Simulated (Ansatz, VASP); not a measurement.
# MgO: VASP beside Ansatz

Contents of INCAR:

```
PREC = Accurate ; ENCUT = 520
EDIFF = 1E-6 ; ISMEAR = 0
SIGMA = 0.05 ; LREAL = F
LASPH = T ; NELM = 80
ALGO = Normal ; ISIF = 2
LWAVE = F ; LCHARG = F
GGA = PE ; NBANDS = 11
```

The input KPOINTS:

```
regular mesh
0
Gamma
  9 9 8
```

The input POSCAR:

```
MgO
1.0
    2.9380209034      0.0000000000      0.0000000000
   -1.4690104517      2.5444007392      0.0000000000
    0.0000000000      0.0000000000      2.6796800000
Mg O
1 1
Direct
   -0.3221250606     -0.2358119107      0.0000000000
    0.3333333333      0.6666666667      0.5000000000
```

Input for Ansatz:

```yaml
crystal:
  lattice:
    - [2.9380209034, 0.0, 0.0]
    - [-1.4690104517, 2.5444007392, 0.0]
    - [0.0, 0.0, 2.67968]
  atoms:
    - { symbol: Mg, position: [-0.3221250606, -0.2358119107, 0.0] }
    - { symbol: O, position: [0.3333333333, 0.6666666667, 0.5] }
basis:
  ecutwfc: 420
kpoints:
  mp_grid: { grid: [9, 9, 8] }
hamiltonian:
  xc: pbe
scf:
  occupations: { method: gaussian, width: 0.05 }
output:
  forces: true
  stress: true
  eigenvalues: true
```

Alike in both runs: task single point; functional PBE; k mesh 9 × 9 × 8; occupations gaussian, width 0.05 eV; no spin polarisation.

```csv
,VASP,Ansatz
version,VASP 6.6.1,Ansatz 0.2.0
potentials or method,"VASP PAW PBE potentials, release 64 (Mg, O)","scalar-relativistic, plane waves, PAW"
plane-wave cutoff (eV),520,420
valence electrons in the cell,8,16
```

VASP gave:

| Quantity | Value |
| --- | --- |
| gap on the k mesh at the Fermi level (eV) | 2.52 |
| least direct gap on the mesh (eV) | 2.96 |
| rms of the force components (eV/Å) | 5.485 |

Estimate Ansatz's values.

gap on the k mesh at the Fermi level (eV): 2.52; least direct gap on the mesh (eV): 2.96; rms of the force components (eV/Å): 5.279.

Atom by atom the forces differ by 0.205 eV/Å (rms over components). With one functional, cell and mesh, what is left measures potentials, basis and numerics. The two sets of potentials don't hold the same shells in valence.

Caveats: an odd mesh through Γ misses points on the zone boundary, where band edges often lie; forces of over 1 eV/Å show positions far from the minimum, so gaps and moduli don't describe the material at rest.
